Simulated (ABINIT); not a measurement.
C:

```
C
1.0
     0.00000    1.78337    1.78337
     1.78337    0.00000    1.78337
     1.78337    1.78337    0.00000
C
2
Cartesian
  2.6751 2.6751 2.6751
  1.7834 1.7834 1.7834
```

This isn't the form of C at room conditions, which is graphite.

Base run:

- Program: ABINIT 10.8.3 (patched build)
- Functional: HLE16
- Potentials or basis: JTH PAW PBE v2.0
- Cutoff: 544 eV
- k mesh: 13 × 13 × 13
- Occupations: fermi-dirac, width 0.05 eV
- Spin: no spin polarisation

Its results: band gap on the k mesh 4.57 eV, indirect (least direct gap 5.78 eV); pressure -87.8 GPa.

Task: After a change of settings the same cell gave: band gap on the k mesh 4.14 eV, indirect (least direct gap 5.60 eV); pressure 7.2 GPa. Which change was it?
A. functional from HLE16 to rSCAN; potentials or basis from JTH PAW PBE v2.0 to SG15 NC PBE v1.2; cutoff from 544 eV to 1333 eV
B. functional from HLE16 to PBEsol; k mesh from 13 × 13 × 13 to 10 × 10 × 10
C. functional from HLE16 to rSCAN; cutoff from 544 eV to 653 eV; fine-grid cutoff from 1088.46 eV to 1251.72 eV
D. functional from HLE16 to RPBE

Result: D.

Caveats: the atomic spheres overlap; the cell as given lies far from equilibrium (some runs); the potentials were made for a functional far from this one (some runs); so large a pressure means that the cell lies far from this level's equilibrium, or that cutoff or potentials fall short (some runs); the potentials were made for another functional, which shifts forces and pressure (some runs); the PAW data sets were made with another functional, which shifts forces and pressure a little (some runs).
